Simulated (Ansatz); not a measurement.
**CaSe: Core-electron binding energies**

Cell: a COD entry, ions relaxed with PBE at fixed cell, repeated to a supercell; a hole's nearest image is 8.4 Å away.

Space group Fm-3m (No. 225); a = 5.9120 Å.

| site | Wyckoff | site symmetry | x | y | z |
| --- | --- | --- | --- | --- | --- |
| Ca1 | 4a | m-3m | 0.0000 | 0.0000 | 0.0000 |
| Se9 | 4b | m-3m | 0.5000 | 0.5000 | 0.5000 |

One atom of each set is listed; the run and its k-mesh use a cell of 16 atoms with edges of 8.36, 8.36, 8.36 Å.

Method: Kohn–Sham DFT in Ansatz, PBE, plane waves and PAW, scalar-relativistic, 420 eV cutoff, Γ-centred 3×3×3 k-points, fixed occupations.

Each value is a total-energy difference between the cell with one core hole and the ground state (ΔSCF), counted from the top of the valence band. The cell with the hole is spin-polarised, as the shell with the hole is left with one unpaired spin. The periodic images are corrected with the calculated ε∞ = 5.67.

Q: What binding energies does the calculation give for Ca 2p, Se 3d?

A: 

```json
{"line": "Ca 2p", "atom": "1", "first shell": "6 Se at 2.96 Å", "E_B (eV)": "344.8", "j = l + ½ / j = l − ½ (eV)": "343.6 / 347.2"}
{"line": "Se 3d", "atom": "9", "first shell": "6 Ca at 2.96 Å", "E_B (eV)": "52.9", "j = l + ½ / j = l − ½ (eV)": "52.5 / 53.4"}
```

For p, d and f shells E_B is the weighted mean of the two lines, whose splitting comes from the free atom's Dirac orbitals.

The program doubts some values: the cell is too small to check the potential alignment. Absolute PBE values can be off by an eV or more. Multiplets, satellites and widths aren't calculated.
